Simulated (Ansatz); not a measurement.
# AlN: what symmetry allows forces and stress to be

```
CELL_PARAMETERS angstrom
3.38455 0.00000 0.00000
-1.69228 2.81703 0.00000
0.00000 0.00000 4.19447
ATOMIC_POSITIONS crystal
Al 0.33169 0.66337 0.75000
Al 0.66831 0.33663 0.25000
N 0.32612 0.65225 0.25000
N 0.67388 0.34775 0.75000
```

All numbers below come from DFT PBEsol, scalar-relativistic, plane waves, PAW (Ansatz).

Cutoff 420 eV; k points 9×9×6 on the computed 4-atom cell (Γ-centred); Gaussian smearing, width 0.02 eV; no spin polarisation.

This distorted cell has space group Cmcm, with 8 operations.

Question: Without a calculation: in which directions can each atom feel a force?

Answer: A force must be left unchanged by every operation that keeps its atom in place, so it lies in the space that those operations leave fixed. Atoms that the group maps onto each other feel forces of one size.
| atom | site symmetry | operations at the site | equivalent to atom | allowed force (Cartesian) |
| --- | --- | --- | --- | --- |
| Al1 | m2m | 4 | 1 | along (0.00, 1.00, 0.00) |
| Al2 | m2m | 4 | 1 | along (0.00, 1.00, 0.00) |
| N3 | m2m | 4 | 3 | along (0.00, 1.00, 0.00) |
| N4 | m2m | 4 | 3 | along (0.00, 1.00, 0.00) |

That leaves 2 independent force components of 12. A relaxation in this cell that keeps the symmetry moves the atoms in these directions alone.

Question: And the stress tensor?

Answer: It must be invariant under the point group, which leaves 3 independent components: yz, xz, xy vanish.

Question: Do the computed values obey this?

Answer: Yes. Forces (eV/Å):
```
Al1  0.000  0.139  0.000
Al2  0.000 -0.139  0.000
N3   0.000  0.323  0.000
N4   0.000 -0.323  0.000
```

Stress (GPa, compression positive, xx yy zz yz xz xy): -5.69 -3.26 -5.19 0.00 0.00 0.00. The program imposes the same operations on density, forces and stress, so this confirms the analysis and is no independent test of the calculation.

This form isn't the usual stable structure of the compound.